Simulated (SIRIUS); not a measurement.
Crystal: Pb.

```
Pb
1.0
     0.00000    2.47502    2.47502
     2.47502    0.00000    2.47502
     2.47502    2.47502    0.00000
Pb
1
Direct
  0.00000 0.00000 0.00000
```

- Program: SIRIUS 7.10.0
- Task: single point
- Functional: PBEsol
- Potentials or basis: PseudoDojo 0.4.1 PBEsol standard (scalar relativistic)
- Cutoff: 765 eV
- Density cutoff: 3061 eV
- k mesh: 9 × 9 × 9
- Occupations: fermi-dirac, width 0.05 eV
- Spin: no spin polarisation

On this cell: pressure -0.6 GPa; band gap on the k mesh none (metal or under the smearing width).

The same run follows on a disturbed copy (cell strained at random at fixed volume):

```xyz
1
Lattice="-0.0070 2.4697 2.4484 2.4476 -0.0270 2.4684 2.4538 2.4959 -0.0332" Properties=species:S:1:pos:R:3 pbc="T T T"
Pb    0.0581    0.0106   -0.0133
```

Question: What changes?

Answer: The energy (extrapolated to zero smearing) moves by +1.9 meV/atom; pressure -0.6 GPa; band gap on the k mesh none (metal or under the smearing width).

Stress tensor (GPa, compression positive):
```
-0.37 -0.01  0.17
-0.01 -0.74  0.73
 0.17  0.73 -0.58
```
